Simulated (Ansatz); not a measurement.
Crystal: TePt.

```xyz
2
Lattice="0.0000 3.2450 3.2450 3.2450 0.0000 3.2450 3.2450 3.2450 0.0000" Properties=species:S:1:pos:R:3 pbc="T T T"
Pt    0.0000    0.0000    0.0000
Te    1.6225    1.6225    1.6225
```

Measurements of this composition are mostly on another form, of space group No. 166.

* Program: Ansatz 0.2.0
* Task: relaxation of cell and atoms
* Functional: B3LYP
* Potentials or basis: Ansatz PAW
* Cutoff: 420 eV (not typed: the program's choice for these potentials)
* k mesh: 4 × 4 × 4
* Occupations: fermi-dirac, width 0.05 eV
* Spin: no spin polarisation

At the start: volume 34.17 Å³/atom.

Task: Where does the relaxation end?

Result: It ends after 6 steps and the volume is 28.32 Å³/atom (-17.1 %); space group F-43m (No. 216, to 0.05 Å).

Step by step:
```tsv
step	energy change (eV)	largest force (eV/Å)	volume (Å³)
1	0.0000	0.0000	68.34
2	-0.3939	0.0000	58.83
3	-0.4088	0.0000	55.55
4	-0.4139	0.0000	56.72
5	-0.4139	0.0000	56.64
6	-0.4114	0.0000	56.64
```

Final structure:
```
CELL_PARAMETERS angstrom
0.00000 3.04816 3.04816
3.04816 0.00000 3.04816
3.04816 3.04816 0.00000
ATOMIC_POSITIONS crystal
Pt 0.00000 0.00000 0.00000
Te 0.25000 0.25000 0.25000
```

Caveat: the k mesh is coarse (spacing up to 0.42 Å⁻¹), so the values aren't converged, least of all with exact exchange; the volume moved by over 15 % at a fixed basis, so the end points are rough; the plane-wave basis is chosen anew once the cell has moved, so the energies of steps on either side of that aren't comparable; the PAW data sets come from PBE, with cores solved anew for the run's functional, which leaves a small shift of forces and pressure.
